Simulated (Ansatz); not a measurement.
**Si: a line through an energy map**

Aim: follow the energy of Si (C2/m, No. 12; 8 atoms in the cell) along one coordinate, strain +e along z and -e/2 along x and y, with the other held at amplitude of mode 4 (91 cm⁻¹) = 0.000 Å.

Program: Ansatz 0.2.0. Level of theory: DFT PBE, scalar-relativistic, plane waves, PAW. These are calculated values, not measurements.

6 further runs of the same task are left out: 6 set aside as unsound or not needed.

## (1) The system as given

It takes space group C2/m (No. 12, monoclinic). Conventional cell: a = 13.913 Å, b = 3.867 Å, c = 6.365 Å, α = 90.00°, β = 96.86°, γ = 90.00°. Si (site symmetry m) is surrounded by 4 Si at 2.35 to 2.39 Å. Si (site symmetry m) is surrounded by 4 Si at 2.39 to 2.42 Å. Si (site symmetry m) has 4 Si at 2.33 to 2.35 Å as nearest neighbours. Si (site symmetry m) has 4 Si at 2.33 to 2.42 Å as nearest neighbours.

Coordinates:

```cif
data_structure
_symmetry_space_group_name_H-M 'P 1'
_symmetry_Int_Tables_number 1
_cell_length_a 7.2200
_cell_length_b 7.2200
_cell_length_c 6.3646
_cell_angle_alpha 96.610
_cell_angle_beta 96.610
_cell_angle_gamma 31.066
_cell_volume 169.98
loop_
_atom_site_label
_atom_site_type_symbol
_atom_site_fract_x
_atom_site_fract_y
_atom_site_fract_z
_atom_site_occupancy
Si1 Si 0.05566 0.05566 0.87412 1
Si2 Si 0.94434 0.94434 0.12588 1
Si3 Si 0.55923 0.55923 0.65363 1
Si4 Si 0.44077 0.44077 0.34637 1
Si5 Si 0.21289 0.21289 0.05707 1
Si6 Si 0.78711 0.78711 0.94293 1
Si7 Si 0.72703 0.72703 0.58560 1
Si8 Si 0.27297 0.27297 0.41440 1
```

It goes back to an entry of the Materials Project, which need not be the stable form.

This cell was relaxed beforehand with the same method: volume 21.25 Å³/atom, gap on the mesh 0.29 eV.

## (2) Plan of the line

The energy is mapped over a normal mode and a strain (zone-centre modes of the cell shown).

- amplitude of mode 4 (91 cm⁻¹), largest displacement in the unstrained cell: 11 values from −0.698 to 0.698 Å
- strain +e along z and -e/2 along x and y: 7 values from −7.00 to 7.00 %

Nothing else is relaxed (the pattern is fixed in fractional coordinates). Energies count from the relaxed high-symmetry cell. Points are written as (first, second).

The modes come from a phonon run on the reference cell, made beforehand.

The patterns, per unit of each coordinate (Å):

```csv
atom,x1,y1,z1
Si1,0.000,-0.358,0.000
Si2,0.000,-0.358,0.000
Si3,0.000,-0.396,0.000
Si4,0.000,-0.396,0.000
Si5,0.000,1.000,0.000
Si6,0.000,1.000,0.000
Si7,0.000,-0.246,0.000
Si8,0.000,-0.246,0.000
```

## (3) The run at (0.000 Å, −7.00 %)

The input, input.yaml:

```yaml
crystal:
  lattice:
    - [7.1894207869, -2.001110151, 0.0815299555]
    - [7.1894207869, 2.001110151, 0.0815299555]
    - [-0.702991063, 0.0, 5.8771845726]
  atoms:
    - { symbol: Si, position: [0.0556621665, 0.0556621665, 0.8741221558] }
    - { symbol: Si, position: [0.9443378335, 0.9443378335, 0.1258778442] }
    - { symbol: Si, position: [0.5592302857, 0.5592302857, 0.6536328742] }
    - { symbol: Si, position: [0.4407697143, 0.4407697143, 0.3463671258] }
    - { symbol: Si, position: [0.2128935591, 0.2128935591, 0.0570686657] }
    - { symbol: Si, position: [0.7871064409, 0.7871064409, 0.9429313343] }
    - { symbol: Si, position: [0.7270257696, 0.7270257696, 0.5855965457] }
    - { symbol: Si, position: [0.2729742304, 0.2729742304, 0.4144034543] }
basis:
  ecutwfc: 420
kpoints:
  mp_grid: { grid: [10, 10, 6] }
hamiltonian:
  xc: pbe
  pseudopotentials: { kind: paw, azcp: { folder: soft_1 } }
scf:
  occupations: { method: gaussian, width: 0.03 }
output:
  forces: true
  stress: true
  eigenvalues: true
```

On the command line:

```bash
> ansatz run input.yaml --threads 4 --pin off --max-ram 8192MiB --backend cpu --events-out ev --progress --plain --runs-dir out
```

The session goes on with these runs: the other points of the line.

**Question.** What will these runs give? Wanted: for each run, strain +e along z and -e/2 along x and y; energy; slope; pressure; largest force on an atom.

The runs gave:

| strain +e along z and -e/2 along x and y (%) | step | energy (eV) | slope (eV per %) | pressure (GPa) | band gap on the k-mesh (eV) | largest force on an atom (eV/Å) |
| --- | --- | --- | --- | --- | --- | --- |
| −7.00 | 3 | 0.55 | −0.16 | 1.05 | 0.00 | 1.41 |
| −4.67 | 4 | 0.24 | −0.10 | 0.55 | 0.00 | 0.85 |
| −2.33 | 5 | 0.06 | −0.05 | 0.19 | 0.14 | 0.38 |
| 0.00 | – | 0.00 | 0.00 | 0.00 | 0.29 | 0.00 |
| 2.33 | 6 | 0.06 | 0.05 | −0.05 | 0.41 | 0.32 |
| 4.67 | 7 | 0.23 | 0.10 | 0.04 | 0.51 | 0.57 |
| 7.00 | 8 | 0.51 | 0.14 | 0.27 | 0.37 | 0.78 |

Energies count from the relaxed high-symmetry cell. Rows without a step come from runs not printed here or follow by symmetry. Slopes come from the forces (and the stress, where the cell changes), not from differences of energies.

What this shows: The lowest point of the line is at 0.00 %, 0.00 eV from the zero. Energies and slopes round the minimum, fitted together, put the minimum at 0.000 %, with a curvature of about 0.022 eV per %². The highest point computed, at −7.00 %, lies 0.55 eV above the lowest. The gap on the mesh reads zero on part of the line; semilocal functionals close small gaps early. This is one cut through a surface in two coordinates; it holds the lowest point sampled, which need not be a minimum. With the other coordinates free, the energies away from the reference would be the same or lower. The gap on the mesh closes on part of the grid.
